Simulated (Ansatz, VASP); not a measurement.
**CdSe: VASP beside Ansatz**

Contents of INCAR:

```
SYSTEM = CdSe
PREC = Accurate ; ENCUT = 520
EDIFF = 1E-6 ; ISMEAR = 0
SIGMA = 0.011 ; LREAL = .False.
LASPH = .True. ; NELM = 60
ALGO = Normal ; ISIF = 2
LWAVE = .False. ; LCHARG = .False.
GGA = PE ; NBANDS = 16
```

The input KPOINTS:

```
Automatic mesh
0
Gamma
  8 8 8
  0 0 0
```

POSCAR

```
CdSe
1.0
    0.0000000000      3.0702711986      3.0702711986
    3.0702711986      0.0000000000      3.0702711986
    3.0702711986      3.0702711986      0.0000000000
Cd Se
1 1
Direct
    0.0000000000      0.0000000000      0.0000000000
    0.2500000000      0.2500000000      0.2500000000
```

Contents of input.yaml:

```yaml
crystal:
  lattice:
    - [0.0, 3.0702711986, 3.0702711986]
    - [3.0702711986, 0.0, 3.0702711986]
    - [3.0702711986, 3.0702711986, 0.0]
  atoms:
    - { symbol: Cd, position: [0.0, 0.0, 0.0] }
    - { symbol: Se, position: [0.25, 0.25, 0.25] }
hamiltonian:
  xc: pbe
  pseudopotentials: { kind: paw }
kpoints:
  mp_grid: { grid: [8, 8, 8] }
scf:
  occupations: { method: gaussian, width: 0.011 }
output:
  forces: true
  stress: true
  eigenvalues: true
  write_density: true
  write_potential: true
  elf: true
  volumetric_format: npy
```

Measurements of this composition are mostly on another form, of space group No. 186.

Alike in both runs: task single point; functional PBE; k mesh 8 × 8 × 8; occupations gaussian, width 0.011 eV; no spin polarisation.

```csv
,VASP,Ansatz
version,VASP 6.6.1,Ansatz 0.2.0
potentials or method,"VASP PAW PBE potentials, release 64 (Cd, Se)",Ansatz PAW
plane-wave cutoff (eV),520,420
valence electrons in the cell,18,36
```

Ansatz gave:

* gap on the k mesh at the Fermi level (eV): 0.55
* least direct gap on the mesh (eV): 0.55
* pressure (GPa): 1.3

Task: Estimate VASP's values.

Result: gap on the k mesh at the Fermi level (eV): 0.55; least direct gap on the mesh (eV): 0.55; pressure (GPa): 1.6.

The two sets of potentials don't hold the same shells in valence.

PBE gaps usually lie below the measured ones, often by a third to a half.
